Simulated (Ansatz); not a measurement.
Ta: an elastic constant from a strain scan

All numbers below come from DFT PBEsol, scalar-relativistic, plane waves, PAW (Ansatz 0.2.0). Settings: plane waves to 420 eV, k-mesh 24×24×12 (Γ-centred), Gaussian smearing 0.15 eV. Spin–orbit coupling is left out, which can shift energies with elements as heavy as these. No spin polarisation. Energies are free energies at this smearing, counted from the undisturbed cell; pressure is positive in compression.

The starting cell (relaxed at this level; this form isn't the usual structure):

```yaml
crystal:
  lattice:
    - [2.86694, 0.00000, 0.00000]
    - [-1.43347, 2.48284, 0.00000]
    - [0.00000, 0.00000, 5.09141]
  atoms:
    - { symbol: Ta, position: [0.66667, 0.33333, 0.75000] }
    - { symbol: Ta, position: [0.33333, 0.66667, 0.25000] }
```

The cell is strained by ε times the Voigt pattern (0, 0, 1, 0, 0, 0) (xx, yy, zz, yz, xz, xy; engineering shear) with fractional coordinates fixed. The cell holds 2 atoms in V0 = 36.24 Å³. The stress column is τ = (1/V0) dE/dε, got from the stress tensor σ (compression positive) at each point as −det(1 + εP) σ : P(1 + εP)⁻¹, with P the pattern as a tensor.

```
      ε  ΔE (meV/atom)  τ (GPa)
-0.0600         68.732  -20.807
-0.0450         38.026  -15.384
-0.0300         16.511  -10.001
-0.0150          3.978   -4.818
 0.0000          0.000    0.080
 0.0150          4.071    4.661
 0.0300         15.598    8.863
 0.0450         33.923   12.678
 0.0525         45.433   14.447
 0.0600              ?        ?
```

Which combination of elastic constants does this scan measure, and how large is it?

For small ε, τ = τ0 + Kε with K = pᵀCp, which for this pattern is C33 in the Cartesian frame shown. The parabola through τ at ε = -0.0150, 0 and 0.0150 has slope K = 316 GPa at zero. The energies per cell, E = NΔE, of the same two points give K = 2[E(ε₊)/ε₊ − E(ε₋)/ε₋]/[(ε₊ − ε₋)V0] = 316 GPa, in agreement.

Predict the withheld row at ε = 0.0600 from the harmonic law, and compare.

ΔE = V0(τ0 ε + Kε²/2)/N = 64.867 meV/atom and τ = 19.04 GPa. The calculation gives 58.406 meV/atom and 16.13 GPa: the energy lies 10 % below the harmonic value, as bonds soften when stretched.

In a metal these slopes depend on the k mesh and the smearing.

Cost: 10 runs of about 2.1 core-minutes in all, on Arm Neoverse V1 (shared hosts).